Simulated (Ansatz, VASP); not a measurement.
**Si in VASP and in Ansatz**

```xyz
2
Lattice="0.0000 2.7219 2.7219 2.7219 0.0000 2.7219 2.7219 2.7219 0.0000" Properties=species:S:1:pos:R:3 pbc="T T T"
Si    2.7219    2.7219    2.7219
Si    4.0828    4.0828    4.0828
```

Alike in both runs: task single point; functional HSE(alpha, omega); k mesh 4 × 4 × 4; occupations fermi-dirac, width 0.05 eV; no spin polarisation.

```csv
,VASP,Ansatz
version,VASP 6.6.1,Ansatz 0.2.0
potentials or method,"VASP PAW PBE potentials, release 64 (Si)",Ansatz PAW
plane-wave cutoff (eV),520,420
valence electrons in the cell,8,8
```

```tsv
	VASP	Ansatz	Ansatz less VASP
gap on the k mesh at the Fermi level (eV)	0.83	0.83	-0.004
least direct gap on the mesh (eV)	2.70	2.70	-0.006
pressure (GPa)	1.5	1.6	+0.13
```

With one functional, cell and mesh, what is left measures potentials, basis and numerics.

Caveats: the k mesh is coarse (spacing up to 0.50 Å⁻¹), so the values aren't converged, least of all with exact exchange; the PAW data sets were made with another functional, which shifts forces and pressure a little (VASP); the PAW data sets come from PBE, with cores solved anew for the run's functional, which leaves a small shift of forces and pressure (Ansatz); the thresholds are loose for stress (Ansatz). A k mesh can miss the band edges.
